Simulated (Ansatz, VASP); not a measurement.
## Ge in VASP and in Ansatz

```
Ge
1.0
     4.00082    0.00000    0.00000
    -2.00041    3.46481    0.00000
     0.00000    0.00000    6.58726
Ge
4
Direct
  0.66667 0.33333 0.06273
  0.33333 0.66667 0.56273
  0.66667 0.33333 0.43727
  0.33333 0.66667 0.93727
```

Alike in both runs: functional PBEsol; k mesh 8 × 8 × 4; occupations fermi-dirac, width 0.1 eV; no spin polarisation.

Ansatz relaxed the structure, and its values are those at the end. VASP's run is a single point on that final structure, the one shown.

|  | VASP | Ansatz |
| --- | --- | --- |
| version | VASP 6.6.1 | Ansatz 0.2.0 |
| potentials or method | VASP PAW PBE potentials, release 64 (Ge_d) | plane waves, PAW |
| plane-wave cutoff (eV) | 520 | 550 |
| valence electrons in the cell | 56 | 56 |

```csv
,VASP,Ansatz,Ansatz less VASP
pressure (GPa),-0.1,0.0,+0.12
```

The functional is the same, so the differences come from potentials, cutoffs and numerics. Ansatz warned: «stress_scf_threshold_loose».

Caveats: the PAW data sets were made with another functional, which shifts forces and pressure a little (VASP).
